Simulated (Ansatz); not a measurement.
Set up this calculation in Ansatz 0.2.0, as the native input.

```yaml
Task: single point
Functional: PBE
Potentials_or_basis: Ansatz PAW
Cutoff: "420 eV (not typed: the program's choice for these potentials)"
k_mesh: 11 × 11 × 6
Occupations: fermi-dirac, width 0.05 eV
Spin: no spin polarisation
```

The system is Ir.

```
Ir
1.0
     2.75138    0.00000    0.00000
    -1.37569    2.38276    0.00000
     0.00000    0.00000    4.46229
Ir
2
Cartesian
  0.0379 1.5758 1.1474
  1.3111 0.8221 3.3311
```

This isn't the form of Ir at room conditions, which is fcc.

The cell isn't the ideal one: atoms moved at random, drawn with an rms of 0.05 Å.

The input as run:

input.yaml

```yaml
crystal:
  lattice:
    - [2.7513778946, 0.0, 0.0]
    - [-1.3756889473, 2.3827631521, 0.0]
    - [0.0, 0.0, 4.46229]
  atoms:
    - { symbol: Ir, position: [0.344451, 0.661321, 0.257131] }
    - { symbol: Ir, position: [0.649033, 0.34504, 0.746499] }
hamiltonian:
  xc: pbe
  pseudopotentials: { kind: paw }
kpoints:
  mp_grid: { grid: [11, 11, 6] }
scf:
  occupations: { method: fermi_dirac, width: 0.05 }
output:
  forces: true
  stress: true
  eigenvalues: true
```

Potentials or basis: Ansatz PAW.

Launch:

```console
$ ansatz run input.yaml --threads 2 --pin off --max-ram 5120MiB --backend cpu --events-out ev --progress --plain --runs-dir out
```

Results of the run:

| Quantity | Value |
| --- | --- |
| Pressure | -0.4 GPa |
| Largest force | 0.786 eV/Å |
| Band gap on the k mesh | none (metal or under the smearing width) |

It took 7.3 s on 2 threads of Intel(R) Xeon(R) Processor @ 2.70GHz, with other jobs on the host, peak memory 0.47 GiB.
